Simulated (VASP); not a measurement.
Input of a VASP 6.6.1 run:

The input POSCAR:

```
TiSe
1.0
    0.0000000000      3.1030036500      3.1030036500
    3.1030036500      0.0000000000      3.1030036500
    3.1030036500      3.1030036500      0.0000000000
Ti Se
1 1
Direct
    0.0000000000      0.0000000000      0.0000000000
    0.2500000000      0.2500000000      0.2500000000
```

The input INCAR.step1:

```
SYSTEM = TiSe
  PREC = Accurate
  ENCUT = 600
  EDIFF = 1E-8
  ISMEAR = 0
  SIGMA = 0.02
  LREAL = .FALSE.
  LASPH = .TRUE.
  NELM = 100
  ALGO = Normal
  ISIF = 3
  LWAVE = .FALSE.
  LCHARG = .FALSE.
  IBRION = 2
  NSW = 40
  EDIFFG = -0.002
```

Contents of INCAR.step2:

```
SYSTEM = TiSe
  PREC = Accurate
  ENCUT = 600
  EDIFF = 1E-8
  ISMEAR = 0
  SIGMA = 0.02
  LREAL = .FALSE.
  LASPH = .TRUE.
  NELM = 100
  ALGO = Normal
  ISIF = 3
  LWAVE = .FALSE.
  LCHARG = .FALSE.
  IBRION = 6
  NFREE = 2
  POTIM = 0.015
  NSW = 1
```

KPOINTS

```
regular mesh
0
G
  6 6 6
  0 0 0
```

Potentials or basis: VASP PAW LDA potentials, release 64 (Ti_sv, Se).

Command:

```console
$ cat potpaw_LDA.64/Ti_sv/POTCAR potpaw_LDA.64/Se/POTCAR > POTCAR
$ cp INCAR.step1 INCAR
$ mpirun -np 1 vasp_std > vasp.out
$ cp CONTCAR POSCAR
$ cp INCAR.step2 INCAR
$ mpirun -np 1 vasp_std > vasp.out
```

(1) What does it give for the elastic constants C11, C12, C44?

(2) What does it give for the Voigt bulk modulus?

(3) What does it give for the relaxed volume?

Answers

(1) 78, 88, -12 GPa.

(2) 85 GPa.

(3) 22.27 Å³/atom.

Caveat: the volume moved by over 15 % at a fixed basis, so the end points are rough; the elastic tensor has a negative eigenvalue, so either the cell is unstable as it stands or the mesh is too thin.
